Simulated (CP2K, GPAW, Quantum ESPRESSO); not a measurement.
**Ag: bulk modulus by level of theory**

Symmetry: Fm-3m, No. 225, cubic system. The conventional cell has a = 4.085 Å, b = 4.085 Å, c = 4.085 Å, α = 90.00°, β = 90.00°, γ = 90.00°. Around Ag (site symmetry m-3m) lie 12 Ag at 2.89 Å.

```csv
rung,level,program and potentials,cutoff (eV),k mesh,smearing,core time,chip,bulk modulus (GPa),notes
GGA + dispersion,OLYP+D3(zero damping),"GPAW, PAW data sets generated for this functional",600,11 × 11 × 11,fermi-dirac 0.05,47 s,AMD EPYC 9R14 Zen 4,84.7,-
GGA,PBEint,"Quantum ESPRESSO, PseudoDojo 0.4.1 SR PBE standard",1116,11 × 11 × 11,fermi-dirac 0.05,75 s,Intel Xeon Ice Lake,(a),potentials made for PBE
GGA,AM05,"Quantum ESPRESSO, PseudoDojo 0.4.1 SR PBE standard",1116,11 × 11 × 11,fermi-dirac 0.05,83 s,Intel Xeon Ice Lake,116.5,potentials made for PBE
non-local van der Waals functional,optB86b-vdW,"Quantum ESPRESSO, PseudoDojo 0.4.1 SR PBE standard",1116,11 × 11 × 11,fermi-dirac 0.05,9.4 min,Intel Xeon Ice Lake,106.1,potentials made for PBE
GGA,PBEsol,"CP2K, POTENTIAL_UZH Ag GTH-PBE-q11; TZVP-MOLOPT-PBE-GTH basis",-,11 × 11 × 11,fermi-dirac 0.05,11 min,Arm Neoverse V1,120.5,atomic basis; potentials made for PBE
```

Times are single runs on shared hosts and different chips, so they are rough; meshes, cutoffs and the tasks' sizes weigh on the time. Task: equation of state. All rows: no spin polarisation. Smearing widths are in eV. The cell comes from a database and isn't always the measured one. For a metal such meshes aren't converged. Meshes are those of the run's cell of 1 atom unless a note names another. Runs on faulty files, with rough fits or with known faults for this quantity aren't shown. No row holds spin-orbit coupling.

Question: Estimate the value left out from the other rows.

Answer: (a) 111.0 GPa.
